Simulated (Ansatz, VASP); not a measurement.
# WS in VASP and in Ansatz

```
W S
1.0
     3.18352    0.00000    0.00000
    -1.59176    2.75701    0.00000
     0.00000    0.00000   31.95058
W S
2 2
Direct
  0.33333 0.66667 0.23474
  0.33333 0.66667 0.76526
  0.66667 0.33333 0.28355
  0.66667 0.33333 0.71645
```

Alike in both runs: task single point; functional PBE; k mesh 10 × 10 × 1; occupations fermi-dirac, width 0.05 eV; no spin polarisation.

|  | VASP | Ansatz |
| --- | --- | --- |
| version | VASP 6.6.1 | Ansatz 0.2.0 |
| potentials or method | VASP PAW PBE potentials, release 64 (W_sv, S), cutoff 520 eV | all-electron LAPW, scalar-relativistic |

Ansatz gave:

| Quantity | Value |
| --- | --- |
| gap on the k mesh at the Fermi level (eV) | 0.21 |
| least direct gap on the mesh (eV) | 0.82 |
| rms of the force components (eV/Å) | 0.276 |

Question: Which values does VASP return?

Answer: gap on the k mesh at the Fermi level (eV): 0.21; least direct gap on the mesh (eV): 0.82; rms of the force components (eV/Å): 0.286.

Ansatz ran all-electron here, so the differences hold the error of VASP's frozen core and of both bases.

Caveats: spin-orbit coupling is left out, which moves the levels of the heavy elements.
